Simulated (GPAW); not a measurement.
Crystal: Sb.

```
CELL_PARAMETERS angstrom
3.16000 0.00000 0.00000
0.00000 3.16000 0.00000
0.00000 0.00000 3.16000
ATOMIC_POSITIONS crystal
Sb 0.00000 0.00000 0.00000
```

This isn't the form of Sb at room conditions, which is rhombohedral.

```yaml
Program: GPAW 26.7.0
Task: relaxation of cell and atoms
Functional: PBEsol
Dispersion: D4
Potentials_or_basis: PAW data sets generated in the run's folder for this functional
Cutoff: 600 eV
Basis: pw
k_mesh: 8 × 8 × 8
Occupations: fermi-dirac, width 0.05 eV
Spin: no spin polarisation
```

At the start: pressure -6.3 GPa; volume 31.55 Å³/atom.

Question: Where does the relaxation end?

Answer: Over 4 steps the energy falls by 75.8 meV/atom and the volume is 28.05 Å³/atom (-11.1 %); space group Pm-3m (No. 221, to 0.05 Å).

Step by step:
```tsv
step	energy change (eV)	largest force (eV/Å)	pressure (GPa)	volume (Å³)
1	0.0000	0.0000	-6.26	31.55
2	-0.0519	0.0000	-3.90	29.93
3	-0.0749	0.0000	0.77	27.73
4	-0.0758	0.0000	-0.05	28.05
```

Final structure:
```
Sb
1.0
     3.03857    0.00000    0.00000
     0.00000    3.03857    0.00000
     0.00000    0.00000    3.03857
Sb
1
Direct
  0.00000 0.00000 0.00000
```

Caveat: later steps reuse the first step's grids; pairwise dispersion overbinds metals, which lowers pressure and volume.
